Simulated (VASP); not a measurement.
# Settings for Pt: relaxation of the cell

Pt, Fm-3m (no. 225), 1 atom in the cell. SCAN; PAW potentials Pt (PBE set). VASP 6.6.1.

Wanted: cell volume within 0.2 %; lattice lengths within 0.1 %; shortest distances from each atom, periodic images included within 0.005 Å.

What the run is for: cell; Accuracy asked: standard.

The series start from Plane-wave cutoff (eV): 340; Smearing width (eV): 0.1; k-point mesh: 13 × 13 × 13; Relaxation passes: 2; Ionic threshold (EDIFFG): -0.005; Electronic threshold (eV): 1e-6; Precision mode (PREC): Accurate; Relaxation algorithm: IBRION=2 POTIM=0.5. Each series keeps the choices made before it, and each single choice may use up half of a tolerance. Times cover all steps of a run.

## Plane-wave cutoff (eV)

| Plane-wave cutoff (eV) | Cell volume (Å³) | Lattice lengths, largest deviation against the largest value | Shortest distances from each atom, periodic images included, largest deviation (Å) | Time (s) |
|---|---|---|---|---|
| 230 | 14.59 | 0.45 % | 0.0124 | 191 |
| 260 | 14.78 | 0.022 % | 0.0006 | 137 |
| 300 | 14.74 | 0.11 % | 0.0030 | 140 |
| 340 | 14.73 | 0.12 % | 0.0034 | 289 |
| 400 | 14.77 | 0.028 % | 0.0008 | 204 |
| 480 | 14.78 | 0.012 % | 0.0003 | 230 |
| 600 | 14.79 | 0.0029 % | 0.0001 | 355 |
| 650 (reference) | 14.79 | 0 % | 0.0000 | 399 |

Chosen: 400, the loosest value from which every tighter one stays within half of the tolerance.

## Smearing width (eV)

| Smearing width (eV) | Cell volume (Å³) | Lattice lengths, largest deviation against the largest value | Shortest distances from each atom, periodic images included, largest deviation (Å) | Time (s) |
|---|---|---|---|---|
| 0.4 | 14.79 | 0.026 % | 0.0007 | 192 |
| 0.3 | 14.78 | 0.015 % | 0.0004 | 192 |
| 0.2 | 14.78 | 0.00073 % | 0.0000 | 213 |
| 0.15 | 14.77 | 0.0022 % | 0.0001 | 243 |
| 0.1 | 14.77 | 0.0022 % | 0.0001 | 204 |
| 0.05 (reference) | 14.78 | 0 % | 0.0000 | 766 |

Chosen: 0.4.

## k-point mesh

| k-point mesh | Cell volume (Å³) | Lattice lengths, largest deviation against the largest value | Shortest distances from each atom, periodic images included, largest deviation (Å) | Time (s) |
|---|---|---|---|---|
| 5 × 5 × 5 | 15.1 | 0.69 % | 0.0191 | 142 |
| 7 × 7 × 7 | 14.89 | 0.23 % | 0.0065 | 185 |
| 8 × 8 × 8 | 14.74 | 0.097 % | 0.0027 | 272 |
| 10 × 10 × 10 | 14.81 | 0.053 % | 0.0014 | 246 |
| 13 × 13 × 13 | 14.79 | 0.00036 % | 0.0000 | 192 |
| 16 × 16 × 16 (reference) | 14.79 | 0 % | 0.0000 | 471 |

Chosen: 13 × 13 × 13.

## Relaxation passes

| Relaxation passes | Cell volume (Å³) | Lattice lengths, largest deviation against the largest value | Shortest distances from each atom, periodic images included, largest deviation (Å) | Time (s) |
|---|---|---|---|---|
| 1 | 14.79 | 0.0091 % | 0.0003 | 190 |
| 2 | 14.79 | 0 % | 0.0000 | 192 |
| 3 (reference) | 14.79 | 0 % | 0.0000 | 425 |

Chosen: 1.

## Ionic threshold (EDIFFG)

| Ionic threshold (EDIFFG) | Cell volume (Å³) | Lattice lengths, largest deviation against the largest value | Shortest distances from each atom, periodic images included, largest deviation (Å) | Time (s) |
|---|---|---|---|---|
| -0.05 | 14.8 | 0.016 % | 0.0004 | 189 |
| -0.02 | 14.8 | 0.016 % | 0.0004 | 167 |
| -0.01 | 14.79 | 0.0036 % | 0.0001 | 177 |
| -0.005 | 14.79 | 0.0036 % | 0.0001 | 190 |
| -0.002 (reference) | 14.79 | 0 % | 0.0000 | 207 |

Chosen: -0.05.

## Electronic threshold (eV)

| Electronic threshold (eV) | Cell volume (Å³) | Lattice lengths, largest deviation against the largest value | Shortest distances from each atom, periodic images included, largest deviation (Å) | Time (s) |
|---|---|---|---|---|
| 0.0001 | 14.81 | 0.036 % | 0.0010 | 127 |
| 1e-5 | 14.8 | 0.0043 % | 0.0001 | 138 |
| 1e-6 | 14.8 | 0 % | 0.0000 | 189 |
| 1e-7 (reference) | 14.8 | 0 % | 0.0000 | 180 |

Chosen: 1e-5.

## Precision mode (PREC)

| Precision mode (PREC) | Cell volume (Å³) | Lattice lengths, largest deviation against the largest value | Shortest distances from each atom, periodic images included, largest deviation (Å) | Time (s) |
|---|---|---|---|---|
| Normal | 14.79 | 0.01 % | 0.0003 | 82 |
| Accurate (reference) | 14.8 | 0 % | 0.0000 | 138 |

Chosen: Normal.

## Relaxation algorithm

| Relaxation algorithm | Cell volume (Å³) | Lattice lengths, largest deviation against the largest value | Shortest distances from each atom, periodic images included, largest deviation (Å) | Time (s) |
|---|---|---|---|---|
| IBRION=2 POTIM=0.5 | 14.79 | 0 % | 0.0000 | 82 |
| IBRION=2 POTIM=0.2 | 14.79 | 0 % | 0.0000 | 75 |
| IBRION=1 POTIM=0.5 | 14.8 | 0.021 % | 0.0006 | 81 |
| IBRION=1 POTIM=0.2 | 14.79 | 0 % | 0.0000 | 76 |

Chosen: IBRION=2 POTIM=0.5; no other choice that stays within half of the tolerance saves 30 % of the time.

## All choices together

| Input | Cell volume (Å³) | Lattice lengths, largest deviation against the largest value | Shortest distances from each atom, periodic images included, largest deviation (Å) | Time (s) |
|---|---|---|---|---|
| the program's defaults (naive) | 14.44 | 0.79 % | 0.0217 | 8.7 |
| chosen settings | 14.79 | 0.0083 % | 0.0002 | 82 |
| reference settings throughout | 14.79 | 0 % | 0.0000 | 972 |

The tolerance is met.

Values of the reference run: Lattice lengths: 2.755, 2.755, 2.755 Å; Shortest distances from each atom, periodic images included: 2.755, 2.755, 2.755, 2.755 Å.

## The input

INCAR.step1:
```
SYSTEM = Pt
METAGGA = SCAN ; ISMEAR = 1
SIGMA = 0.4 ; LWAVE = .FALSE.
LCHARG = .FALSE. ; NSW = 80
PREC = Normal ; LASPH = .TRUE.
LREAL = .FALSE. ; ALGO = Normal
EDIFF = 1E-5 ; NELM = 120
GGA_COMPAT = .FALSE. ; IBRION = 2
ISIF = 3 ; EDIFFG = -0.05
NELMIN = 4 ; ENCUT = 400
LMIXTAU = .TRUE. ; KPAR = 2
POTIM = 0.5
```

INCAR.step2, as INCAR.step1 but for:
```
- NSW = 80
- IBRION = 2
- ISIF = 3
- EDIFFG = -0.05
- NELMIN = 4
- POTIM = 0.5
+ ISIF = 2
```

KPOINTS:
```
Automatic mesh
0
Gamma
  13 13 13
  0 0 0
```

POSCAR.step1:
```
Pt
1.0
    0.0000000000      1.9609000000      1.9609000000
    1.9609000000      0.0000000000      1.9609000000
    1.9609000000      1.9609000000      0.0000000000
Pt
1
Direct
    0.0000000000      0.0000000000      0.0000000000
```

Commands (each step's output is kept before the next begins):
```
cat potpaw_PBE.64/Pt/POTCAR > POTCAR
cp INCAR.step1 INCAR
cp POSCAR.step1 POSCAR
mpirun -np 2 vasp_std > vasp.out
cp CONTCAR POSCAR
cp INCAR.step2 INCAR
mpirun -np 2 vasp_std > vasp.out
```

The chosen input took VASP 6.6.1 82 s on 2 cores (AMD EPYC 7R43 (Zen 3)), a shared host.

## An input that fails: cell relaxed at a low cutoff

VASP's message: Orbital orthonormalization failed in the inversion of matrix LAPACK: Routine ZPOTRF failed! kpoint: 1 spin: 1 Possible solutions for this issue are: - Please check whether the atoms are too close to each other. - Decreasing POTIM might help during relaxations or MDs. - Deleting CHGCAR or WAVECAR if incompatible with the structure. - Try calculating without symmetrizing (ISYM = 0 or ISYM = -1). ….

Changes against the starting input:
```
(all steps)
- PREC = Accurate
- NELM = 120
- ENCUT = 340
+ PREC = Low
+ NELM = 88
+ ENCUT = 160
```
